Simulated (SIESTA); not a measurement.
MgO:

```
CELL_PARAMETERS angstrom
0.00000 2.09700 2.09700
2.09700 0.00000 2.09700
2.09700 2.09700 0.00000
ATOMIC_POSITIONS crystal
Mg 0.00000 0.00000 0.00000
O 0.50000 0.50000 0.50000
```

The cell is a database's computed one.

Base run:

- Program: SIESTA 5.4.2
- Functional: LDA
- Potentials or basis: PseudoDojo 0.4 standard (LDA files)
- Basis: DZP (energy shift 0.003 Ry; two zetas on semicore shells)
- Grid cutoff: 800 Ry
- Energy shift: 0.003 Ry
- k mesh: 11 × 11 × 11
- Occupations: fermi-dirac, width 0.05 eV
- Spin: no spin polarisation

Its results: band gap on the k mesh 4.71 eV, direct; pressure -0.3 GPa.

The run is repeated on the same cell with these changes: functional from LDA to PBEsol; potentials or basis from PseudoDojo 0.4 standard (LDA files) to PseudoDojo 0.4 standard (PBEsol files). What comes out?

Band gap on the k mesh 4.68 eV, direct; pressure 5.7 GPa.

Caveats: the basis of atomic orbitals isn't converged, which shifts pressures, moduli and gaps.
